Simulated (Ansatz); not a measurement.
# ZnS: how the settings move a single-point run

How sensitive is a single-point run of ZnS to its settings? A reference run comes first, then six runs with altered input. The cell is built on a prototype (NiAs type) and needn't be the phase found in nature.

Method: reference: DFT, PBE, plane waves, PAW, in Ansatz 0.2.0.

**1. The starting structure**

Symmetry: P6_3/mmc, No. 194, hexagonal system. The conventional cell has a = 3.590 Å, b = 3.590 Å, c = 5.880 Å, α = 90.00°, β = 90.00°, γ = 120.00°. Around Zn (site symmetry -3m) lie 6 S at 2.54 Å. Around S (site symmetry -6m2) lie 6 Zn at 2.54 Å.

Structure file:

```
CELL_PARAMETERS angstrom
3.58959 0.00000 0.00000
-1.79480 3.10868 0.00000
0.00000 0.00000 5.88000
ATOMIC_POSITIONS crystal
Zn 0.00000 0.00000 0.00000
Zn 0.00000 0.00000 0.50000
S 0.33333 0.66667 0.25000
S 0.66667 0.33333 0.75000
```

**2. Reference**

File input.yaml:

```yaml
crystal:
  lattice:
    - [3.5895904813, 0.0, 0.0]
    - [-1.7947952406, 3.108676546, 0.0]
    - [0.0, 0.0, 5.879997321]
  atoms:
    - { symbol: Zn, position: [0.0, 0.0, 0.0] }
    - { symbol: Zn, position: [0.0, 0.0, 0.5] }
    - { symbol: S, position: [0.3333333333, 0.6666666667, 0.25] }
    - { symbol: S, position: [0.6666666667, 0.3333333333, 0.75] }
kpoints:
  mp_grid: { grid: [6, 6, 4] }
hamiltonian:
  xc: pbe
scf:
  occupations: { method: fixed }
  n_extra_bands: 5
output:
  forces: true
  stress: true
  eigenvalues: true
```

The run is started by

```
$ ansatz run input.yaml --threads 4 --pin off --max-ram 3686MiB --backend cpu --events-out ev --progress --plain --runs-dir out
```

Output (excerpt; [...] marks lines left out):

```text
Warning: RAYON_NUM_THREADS=4 ignored (pool sized by the plan → 4); use --threads N
scf.n_extra_bands = 5 over 18 filled bands (N_el = 36.0): the run solves 23 bands
[...]
Pseudopotentials: kind: paw
Pseudopotential: Zn, paw, valence charge 12, recommended cutoff 420 eV (normal), Zn.paw.azcp
Pseudopotential: S, paw, valence charge 6, recommended cutoff 420 eV (normal), S.paw.azcp
Functional definition: PBE
[...]
Crystal: 4 atoms, lattice volume = 65.614 Å³
Basis set: ecut = 420 eV, 1285 PW (Γ), exchange–correlation on 48×48×80 points (8 copies of the dense FFT grid, shifted against one another)
Bands: 23, of which v1, the nominal top of the filled ones, is band 18 counted from 1 (17 counted from 0)
Symmetry: 24 space group operations
Space group: P63/mmc (ITA 194), of the structure as read, at distance tolerance 4.0e-5 Å
k-points: 21 of 144
[...]
SCF iter   1: F=—  HF=-8444.087521 eV  |F-HF|=—  |Δ(HF+E_count)|=         —  Δρ=2.63e-3  dr2=6.67e-3  ethr=1.77e-3  ⟨swp⟩=4.8  Hψ=1939  notcnv=0  defer=61
[...]
SCF iter   6: F=-8444.086374 eV  HF=-8444.086374 eV  |F-HF|=3.17e-8  |Δ(HF+E_count)|=   2.32e-7  Δρ=1.06e-5  dr2=7.80e-8  ethr=2.78e-10  ⟨swp⟩=7.7  Hψ=2865  notcnv=0
[...]
SCF converged after 6 iterations
Free energy (F): -8444.086374 eV
[...]
E sigma→0 (E₀):  -8444.086374 eV
Fermi energy:    8.380998 eV
[...]
--- Forces (eV/Å), atoms counted from 1 ---
  atom   1  Zn     0.00000000     0.00000000    -0.00000000
  atom   2  Zn     0.00000000    -0.00000000     0.00000000
  atom   3  S      0.00000000     0.00000000     0.00000000
  atom   4  S     -0.00000000    -0.00000000     0.00000000
[...]
--- Stress (GPa, compression-positive) ---
        2.430613      -0.000000       0.000000
       -0.000000       2.430613       0.000000
        0.000000       0.000000       2.048659
  P = ⅓ Tr σ = 2.3033 GPa (23.033 kbar)
--- Band table (eV; the first three rows and the last of 21) ---
  k-point 0: bands = ["-5.5232", "-3.8442", "1.1854", "1.6522", "1.6522", "1.7416", "2.0322", "2.0322", "2.0454", "2.0454", "2.2539", "2.2539", "3.1830", "7.6646", "7.6646", "7.7634", "8.2761", "8.2761", "9.9576", "12.0297", "14.9863", "14.9863", "16.7580"]
[...]
```

It took 1.1 s on 4 threads of Arm Neoverse N1, shared host; peak memory 0.34 GiB.

**3. Variant: xc mr2scan**

input.yaml, as its differences from that of step 2:

```diff
@@ -13,3 +13,3 @@
 hamiltonian:
-  xc: pbe
+  xc: mr2scan
 scf:
```

The run is started by

```
$ ansatz run input.yaml --threads 4 --pin off --max-ram 3686MiB --backend cpu --events-out ev --progress --plain --runs-dir out
```

Output (excerpt; [...] marks lines left out):

```text
Warning: RAYON_NUM_THREADS=4 ignored (pool sized by the plan → 4); use --threads N
scf.n_extra_bands = 5 over 18 filled bands (N_el = 36.0): the run solves 23 bands
[...]
Pseudopotentials: kind: paw
Pseudopotential: Zn, paw, valence charge 12, recommended cutoff 500 eV (meta_gga), Zn.paw.azcp
Pseudopotential: S, paw, valence charge 6, recommended cutoff 500 eV (meta_gga), S.paw.azcp
Functional definition: m-r2SCAN
[...]
Crystal: 4 atoms, lattice volume = 65.614 Å³
Basis set: ecut = 500 eV, 1713 PW (Γ), exchange–correlation on 108×108×180 points (64 copies of the dense FFT grid, shifted against one another)
Bands: 23, of which v1, the nominal top of the filled ones, is band 18 counted from 1 (17 counted from 0)
Symmetry: 24 space group operations
Space group: P63/mmc (ITA 194), of the structure as read, at distance tolerance 4.0e-5 Å
k-points: 21 of 144
[...]
SCF iter   1: F=—  HF=-8465.531576 eV  |F-HF|=—  |Δ(HF+E_count)|=         —  Δρ=1.73e-2  dr2=8.58e-2  dr2_τ=1.15e-2  ethr=1.77e-3  ⟨swp⟩=4.8  Hψ=1938  notcnv=0  defer=60
[...]
SCF iter   7: F=-8465.545694 eV  HF=-8465.545694 eV  |F-HF|=1.71e-8  |Δ(HF+E_count)|=   7.65e-7  Δρ=7.61e-6  dr2=3.49e-8  dr2_τ=7.34e-10  ethr=2.78e-10  ⟨swp⟩=8.4  Hψ=3059  notcnv=0
[...]
SCF converged after 7 iterations
Free energy (F): -8465.545694 eV
[...]
E sigma→0 (E₀):  -8465.545694 eV
Fermi energy:    8.132546 eV
[...]
--- Forces (eV/Å), atoms counted from 1 ---
  atom   1  Zn     0.00000000     0.00000000    -0.00000000
  atom   2  Zn    -0.00000000    -0.00000000     0.00000000
  atom   3  S      0.00000000     0.00000000     0.00000000
  atom   4  S     -0.00000000    -0.00000000     0.00000000
[...]
--- Stress (GPa, compression-positive) ---
        0.050585       0.000000       0.000000
        0.000000       0.050585       0.000000
        0.000000       0.000000      -0.033486
  P = ⅓ Tr σ = 0.0226 GPa (0.226 kbar)
--- Band table (eV; the first three rows and the last of 21) ---
[... band rows left out ...]
[...]
```

It took 2.9 s on 4 threads of Arm Neoverse N1, shared host; peak memory 0.5 GiB.

After a change of functional the difference of the totals has no physical meaning; the pressure goes from 2.3 to 0.0 GPa and the gap on the mesh goes from 0.37 to 0.82 eV. At this fixed cell a lower pressure means that this functional prefers a smaller volume than the reference. Meta-GGAs of this kind usually give somewhat wider gaps than GGAs. Cost: 7 SCF cycles against 6, 2.9 s against 1.1 s.

**4. Changing settings: occupations.method methfessel_paxton, occupations.width 0.001**

input.yaml, as its differences from that of step 2:

```diff
@@ -15,3 +15,3 @@
 scf:
-  occupations: { method: fixed }
+  occupations: { method: methfessel_paxton, width: 0.001 }
   n_extra_bands: 5
```

The run is started by

```
$ ansatz run input.yaml --threads 4 --pin off --max-ram 3686MiB --backend cpu --events-out ev --progress --plain --runs-dir out
```

Output (excerpt; [...] marks lines left out):

```text
Warning: RAYON_NUM_THREADS=4 ignored (pool sized by the plan → 4); use --threads N
scf.n_extra_bands = 5 over 18 filled bands (N_el = 36.0): the run solves 23 bands
[...]
Pseudopotentials: kind: paw
Pseudopotential: Zn, paw, valence charge 12, recommended cutoff 420 eV (normal), Zn.paw.azcp
Pseudopotential: S, paw, valence charge 6, recommended cutoff 420 eV (normal), S.paw.azcp
Functional definition: PBE
[...]
Crystal: 4 atoms, lattice volume = 65.614 Å³
Basis set: ecut = 420 eV, 1285 PW (Γ), exchange–correlation on 48×48×80 points (8 copies of the dense FFT grid, shifted against one another)
Bands: 23, of which v1, the nominal top of the filled ones, is band 18 counted from 1 (17 counted from 0)
Symmetry: 24 space group operations
Space group: P63/mmc (ITA 194), of the structure as read, at distance tolerance 4.0e-5 Å
k-points: 21 of 144
[...]
Free energy (F): -8444.086374 eV
[...]
E sigma→0 (E₀):  -8444.086374 eV
Fermi energy:    8.567360 eV
Step filling:    the computed levels leave a gap of 0.3727 eV = 372.7 smearing widths at the electron count; against every level under it full and every level over it empty, smearing changes F+E_penalty+E_count by +0.00e0 meV and its σ→0 estimate by +0.00e0 meV
[...]
--- Forces (eV/Å), atoms counted from 1 ---
  atom   1  Zn     0.00000000    -0.00000000    -0.00000000
  atom   2  Zn     0.00000000    -0.00000000     0.00000000
  atom   3  S      0.00000000     0.00000000     0.00000000
  atom   4  S     -0.00000000    -0.00000000     0.00000000
[...]
--- Stress (GPa, compression-positive) ---
        2.430596       0.000000       0.000000
        0.000000       2.430596       0.000000
        0.000000       0.000000       2.048690
  P = ⅓ Tr σ = 2.3033 GPa (23.033 kbar)
--- Band table (eV; the first three rows and the last of 21) ---
[... band rows left out ...]
[...]
```

It took 1.1 s on 4 threads of Arm Neoverse N1, shared host; peak memory 0.35 GiB.

The changed input (smearing) leaves the energy the same to the digits printed.

**5. Changed: mixing.beta 0.05**

input.yaml, as its differences from that of step 2:

```diff
@@ -17,2 +17,4 @@
   n_extra_bands: 5
+  mixing: { beta: 0.05 }
+  max_iter: 99
 output:
```

The run is started by

```
$ ansatz run input.yaml --threads 4 --pin off --max-ram 3686MiB --backend cpu --events-out ev --progress --plain --runs-dir out
```

Output (excerpt; [...] marks lines left out):

```text
Warning: RAYON_NUM_THREADS=4 ignored (pool sized by the plan → 4); use --threads N
scf.n_extra_bands = 5 over 18 filled bands (N_el = 36.0): the run solves 23 bands
[...]
Pseudopotentials: kind: paw
Pseudopotential: Zn, paw, valence charge 12, recommended cutoff 420 eV (normal), Zn.paw.azcp
Pseudopotential: S, paw, valence charge 6, recommended cutoff 420 eV (normal), S.paw.azcp
Functional definition: PBE
[...]
Crystal: 4 atoms, lattice volume = 65.614 Å³
Basis set: ecut = 420 eV, 1285 PW (Γ), exchange–correlation on 48×48×80 points (8 copies of the dense FFT grid, shifted against one another)
Bands: 23, of which v1, the nominal top of the filled ones, is band 18 counted from 1 (17 counted from 0)
Symmetry: 24 space group operations
Space group: P63/mmc (ITA 194), of the structure as read, at distance tolerance 4.0e-5 Å
k-points: 21 of 144
[...]
SCF iter   1: F=—  HF=-8444.087521 eV  |F-HF|=—  |Δ(HF+E_count)|=         —  Δρ=2.63e-3  dr2=6.67e-3  ethr=1.77e-3  ⟨swp⟩=4.8  Hψ=1939  notcnv=0  defer=61
[...]
SCF iter   8: F=-8444.086374 eV  HF=-8444.086374 eV  |F-HF|=3.26e-8  |Δ(HF+E_count)|=   4.88e-8  Δρ=7.22e-6  dr2=6.10e-8  ethr=2.78e-10  ⟨swp⟩=8.6  Hψ=2505  notcnv=0
[...]
SCF converged after 8 iterations
Free energy (F): -8444.086374 eV
[...]
E sigma→0 (E₀):  -8444.086374 eV
Fermi energy:    8.381082 eV
[...]
--- Forces (eV/Å), atoms counted from 1 ---
  atom   1  Zn    -0.00000000     0.00000000    -0.00000000
  atom   2  Zn    -0.00000000     0.00000000     0.00000000
  atom   3  S      0.00000000     0.00000000     0.00000000
  atom   4  S     -0.00000000    -0.00000000     0.00000000
[...]
--- Stress (GPa, compression-positive) ---
        2.430712       0.000000       0.000000
        0.000000       2.430712       0.000000
        0.000000       0.000000       2.048582
  P = ⅓ Tr σ = 2.3033 GPa (23.033 kbar)
--- Band table (eV; the first three rows and the last of 21) ---
[... band rows left out ...]
[...]
```

Run time: 1.1 s. Hardware: 4 threads of Arm Neoverse N1, shared host; peak memory 0.34 GiB.

With the changed mixing the energy agrees within 0.5 meV/atom. Cost: 8 SCF cycles against 6.

**6. A run with other settings**

input.yaml, as its differences from that of step 2:

```diff
@@ -17,2 +17,4 @@
   n_extra_bands: 5
+  convergence: { dr2_threshold: 0.0001 }
+  max_iter: 74
 output:
```

The run is started by

```
$ ansatz run input.yaml --threads 4 --pin off --max-ram 3686MiB --backend cpu --events-out ev --progress --plain --runs-dir out
```

Output (excerpt; [...] marks lines left out):

```text
Warning: scf.convergence.dr2_threshold = 1e-4 eV is looser than this run's default, which is 1e-7 eV or tighter. The error in the forces grows as the threshold's square root, so leave the key out unless less accurate forces are enough
Warning: output.stress: scf.convergence.dr2_threshold = 1e-4 eV is looser than the 4e-10 eV advised for a printed stress (1e-10 eV for each atom of the cell: 4). What an SCF threshold leaves in a stress goes as its square root, and in the free energy as the threshold itself, and one [...]
Warning: RAYON_NUM_THREADS=4 ignored (pool sized by the plan → 4); use --threads N
scf.n_extra_bands = 5 over 18 filled bands (N_el = 36.0): the run solves 23 bands
[...]
Pseudopotentials: kind: paw
Pseudopotential: Zn, paw, valence charge 12, recommended cutoff 420 eV (normal), Zn.paw.azcp
Pseudopotential: S, paw, valence charge 6, recommended cutoff 420 eV (normal), S.paw.azcp
Functional definition: PBE
[...]
Crystal: 4 atoms, lattice volume = 65.614 Å³
Basis set: ecut = 420 eV, 1285 PW (Γ), exchange–correlation on 48×48×80 points (8 copies of the dense FFT grid, shifted against one another)
Bands: 23, of which v1, the nominal top of the filled ones, is band 18 counted from 1 (17 counted from 0)
Symmetry: 24 space group operations
Space group: P63/mmc (ITA 194), of the structure as read, at distance tolerance 4.0e-5 Å
k-points: 21 of 144
[...]
SCF iter   1: F=—  HF=-8444.087521 eV  |F-HF|=—  |Δ(HF+E_count)|=         —  Δρ=2.63e-3  dr2=6.67e-3  ethr=1.77e-3  ⟨swp⟩=4.8  Hψ=1939  notcnv=0  defer=61
[...]
SCF iter   6: F=-8444.086374 eV  HF=-8444.086374 eV  |F-HF|=3.07e-8  |Δ(HF+E_count)|=   2.33e-7  Δρ=1.06e-5  dr2=7.91e-8  ethr=6.90e-9  ⟨swp⟩=5.9  Hψ=2270  notcnv=0
[...]
SCF converged after 6 iterations
Free energy (F): -8444.086374 eV
[...]
E sigma→0 (E₀):  -8444.086374 eV
Fermi energy:    8.380996 eV
[...]
--- Forces (eV/Å), atoms counted from 1 ---
  atom   1  Zn     0.00000000    -0.00000000    -0.00000000
  atom   2  Zn     0.00000000     0.00000000     0.00000000
  atom   3  S      0.00000000     0.00000000     0.00000000
  atom   4  S     -0.00000000    -0.00000000     0.00000000
[...]
--- Stress (GPa, compression-positive) ---
        2.430640      -0.000000       0.000000
        0.000000       2.430640       0.000000
        0.000000       0.000000       2.048763
  P = ⅓ Tr σ = 2.3033 GPa (23.033 kbar)
--- Band table (eV; the first three rows and the last of 21) ---
[... band rows left out ...]
[...]
```

Run time: 1 s. Hardware: 4 threads of Arm Neoverse N1, shared host; peak memory 0.34 GiB.

**7. A look at that input**

The run converged and reported no error, with warnings (force scf threshold loose, stress scf threshold loose). Its log warns: «scf.convergence.dr2_threshold = 1e-4 eV is looser than this run's default, which is 1e-7 eV or tighter. The error in the forces grows as the threshold's square root ...»

The threshold asked is loose, but the program put off the close and ended at dr2 = 7.9e-8, so little accuracy was lost here.

To undo it: delete scf.convergence.dr2_threshold (the default then holds).

Energy and cycle count are those of the reference, so the change (convergence setting) left the result and the number of cycles as they were.

**8. Changed: xc pbesol**

input.yaml, as its differences from that of step 2:

```diff
@@ -13,3 +13,3 @@
 hamiltonian:
-  xc: pbe
+  xc: pbesol
 scf:
```

The run is started by

```
$ ansatz run input.yaml --threads 4 --pin off --max-ram 3686MiB --backend cpu --events-out ev --progress --plain --runs-dir out
```

Output (excerpt; [...] marks lines left out):

```text
Warning: RAYON_NUM_THREADS=4 ignored (pool sized by the plan → 4); use --threads N
scf.n_extra_bands = 5 over 18 filled bands (N_el = 36.0): the run solves 23 bands
[...]
Pseudopotentials: kind: paw
Pseudopotential: Zn, paw, valence charge 12, recommended cutoff 420 eV (normal), Zn.paw.azcp
Pseudopotential: S, paw, valence charge 6, recommended cutoff 420 eV (normal), S.paw.azcp
Functional definition: PBEsol
[...]
Crystal: 4 atoms, lattice volume = 65.614 Å³
Basis set: ecut = 420 eV, 1285 PW (Γ), exchange–correlation on 48×48×80 points (8 copies of the dense FFT grid, shifted against one another)
Bands: 23, of which v1, the nominal top of the filled ones, is band 18 counted from 1 (17 counted from 0)
Symmetry: 24 space group operations
Space group: P63/mmc (ITA 194), of the structure as read, at distance tolerance 4.0e-5 Å
k-points: 21 of 144
[...]
SCF iter   1: F=—  HF=-8333.684731 eV  |F-HF|=—  |Δ(HF+E_count)|=         —  Δρ=5.41e-3  dr2=1.49e-2  ethr=1.77e-3  ⟨swp⟩=4.8  Hψ=1938  notcnv=0  defer=61
[...]
SCF iter   7: F=-8333.680338 eV  HF=-8333.680338 eV  |F-HF|=7.14e-9  |Δ(HF+E_count)|=   6.64e-8  Δρ=6.89e-6  dr2=3.69e-8  ethr=2.78e-10  ⟨swp⟩=8.8  Hψ=2531  notcnv=0
[...]
SCF converged after 7 iterations
Free energy (F): -8333.680338 eV
[...]
E sigma→0 (E₀):  -8333.680338 eV
Fermi energy:    8.291486 eV
[...]
--- Forces (eV/Å), atoms counted from 1 ---
  atom   1  Zn     0.00000000    -0.00000000    -0.00000000
  atom   2  Zn     0.00000000     0.00000000    -0.00000000
  atom   3  S     -0.00000000     0.00000000     0.00000000
  atom   4  S      0.00000000    -0.00000000     0.00000000
[...]
--- Stress (GPa, compression-positive) ---
       -2.061421       0.000000       0.000000
        0.000000      -2.061421       0.000000
        0.000000       0.000000      -2.754792
  P = ⅓ Tr σ = -2.2925 GPa (-22.925 kbar)
--- Band table (eV; the first three rows and the last of 21) ---
[... band rows left out ...]
[...]
```

It took 1.1 s on 4 threads of Arm Neoverse N1, shared host; peak memory 0.35 GiB.

After a change of functional the difference of the totals has no physical meaning; the pressure goes from 2.3 to -2.3 GPa and the gap on the mesh goes from 0.37 to 0.27 eV. At this fixed cell a lower pressure means that this functional prefers a smaller volume than the reference.

**9. Changed: xc_grid 1**

input.yaml, as its differences from that of step 2:

```diff
@@ -21 +21,3 @@
   eigenvalues: true
+basis:
+  xc_grid: 1
```

The run is started by

```
$ ansatz run input.yaml --threads 4 --pin off --max-ram 3686MiB --backend cpu --events-out ev --progress --plain --runs-dir out
```

Output (excerpt; [...] marks lines left out):

```text
Warning: RAYON_NUM_THREADS=4 ignored (pool sized by the plan → 4); use --threads N
scf.n_extra_bands = 5 over 18 filled bands (N_el = 36.0): the run solves 23 bands
[...]
Pseudopotentials: kind: paw
Pseudopotential: Zn, paw, valence charge 12, recommended cutoff 420 eV (normal), Zn.paw.azcp
Pseudopotential: S, paw, valence charge 6, recommended cutoff 420 eV (normal), S.paw.azcp
Functional definition: PBE
[...]
Crystal: 4 atoms, lattice volume = 65.614 Å³
Basis set: ecut = 420 eV, 1285 PW (Γ)
Bands: 23, of which v1, the nominal top of the filled ones, is band 18 counted from 1 (17 counted from 0)
Symmetry: 24 space group operations
Space group: P63/mmc (ITA 194), of the structure as read, at distance tolerance 4.0e-5 Å
k-points: 21 of 144
[...]
SCF iter   1: F=—  HF=-8444.087689 eV  |F-HF|=—  |Δ(HF+E_count)|=         —  Δρ=2.63e-3  dr2=6.67e-3  ethr=1.77e-3  ⟨swp⟩=4.8  Hψ=1939  notcnv=0  defer=61
[...]
SCF iter   6: F=-8444.086465 eV  HF=-8444.086465 eV  |F-HF|=3.04e-8  |Δ(HF+E_count)|=   2.32e-7  Δρ=1.06e-5  dr2=7.91e-8  ethr=2.78e-10  ⟨swp⟩=7.7  Hψ=2861  notcnv=0
[...]
SCF converged after 6 iterations
Free energy (F): -8444.086465 eV
[...]
E sigma→0 (E₀):  -8444.086465 eV
Fermi energy:    8.380972 eV
[...]
--- Forces (eV/Å), atoms counted from 1 ---
  atom   1  Zn    -0.00000000    -0.00000000     0.00000000
  atom   2  Zn    -0.00000000    -0.00000000     0.00000000
  atom   3  S      0.00000000     0.00000000     0.00000000
  atom   4  S     -0.00000000    -0.00000000     0.00000000
[...]
--- Stress (GPa, compression-positive) ---
        2.430467      -0.000000       0.000000
        0.000000       2.430467       0.000000
        0.000000       0.000000       2.048599
  P = ⅓ Tr σ = 2.3032 GPa (23.032 kbar)
--- Band table (eV; the first three rows and the last of 21) ---
  k-point 0: bands = ["-5.5232", "-3.8442", "1.1854", "1.6522", "1.6522", "1.7416", "2.0322", "2.0322", "2.0454", "2.0454", "2.2539", "2.2539", "3.1830", "7.6646", "7.6646", "7.7634", "8.2760", "8.2760", "9.9576", "12.0297", "14.9863", "14.9863", "16.7580"]
[...]
```

Run time: 1 s. Hardware: 4 threads of Arm Neoverse N1, shared host; peak memory 0.34 GiB.

Changing the numerical grids hardly moves the energy: 0.0 meV/atom.

**10. Side by side**

| run | ending | energy change | pressure (GPa) | gap (eV) | force (eV/Å) | cycles | time |
| --- | --- | --- | --- | --- | --- | --- | --- |
| reference | converged | 0 | 2.3 | 0.37 | 0.00 | 6 | 1.1 s |
| 1: xc mr2scan | converged | not comparable | 0.0 | 0.82 | 0.00 | 7 | 2.9 s |
| 2: occupations.method methfessel_paxton, occupations.width 0.001 | converged | 0.0 meV/atom (σ→0) | 2.3 | 0.37 | 0.00 | 6 | 1.1 s |
| 3: mixing.beta 0.05 | converged | 0.0 meV/atom | 2.3 | 0.37 | 0.00 | 8 | 1.1 s |
| 4: dr2_threshold 0.0001 | converged | 0.0 meV/atom | 2.3 | 0.37 | 0.00 | 6 | 1 s |
| 5: xc pbesol | converged | not comparable | -2.3 | 0.27 | 0.00 | 7 | 1.1 s |
| 6: xc_grid 1 | converged | 0.0 meV/atom | 2.3 | 0.37 | 0.00 | 6 | 1 s |

Residual by cycle in the longest SCF loop of each run; runs are numbered as in the table. The quantity is the density residual dr2, in eV.

| cycle | reference | run 1 | run 2 | run 3 | run 4 | run 5 | run 6 |
| --- | --- | --- | --- | --- | --- | --- | --- |
| 1 | 0.00667 | 0.0858 | 0.00675 | 0.00667 | 0.00667 | 0.0149 | 0.00667 |
| 2 | 0.00101 | 0.0109 | 9.9e-4 | 0.00524 | 0.00101 | 0.00305 | 0.00101 |
| 3 | 2.8e-4 | 0.00649 | 2.8e-4 | 0.00144 | 2.8e-4 | 0.00106 | 2.8e-4 |
| 4 | 3.5e-5 | 7.7e-5 | 3.5e-5 | 5.2e-4 | 3.5e-5 | 5.3e-5 | 3.5e-5 |
| 5 | 2.5e-6 | 3.1e-5 | 2.6e-6 | 1.9e-5 | 2.5e-6 | 3.8e-6 | 2.5e-6 |
| 6 | 7.8e-8 | 1.5e-6 | 8.4e-8 | 4.4e-6 | 7.9e-8 | 5.7e-7 | 7.9e-8 |
| 7 | - | 3.5e-8 | - | 4.6e-7 | - | 3.7e-8 | - |
| 8 | - | - | - | 6.1e-8 | - | - | - |

What this shows: Of the converged runs whose energies compare with the reference's, none moves it noticeably. Of the variants the dearest is «xc mr2scan» (2.9 s), the cheapest «dr2_threshold 0.0001» (1 s), on a shared host.
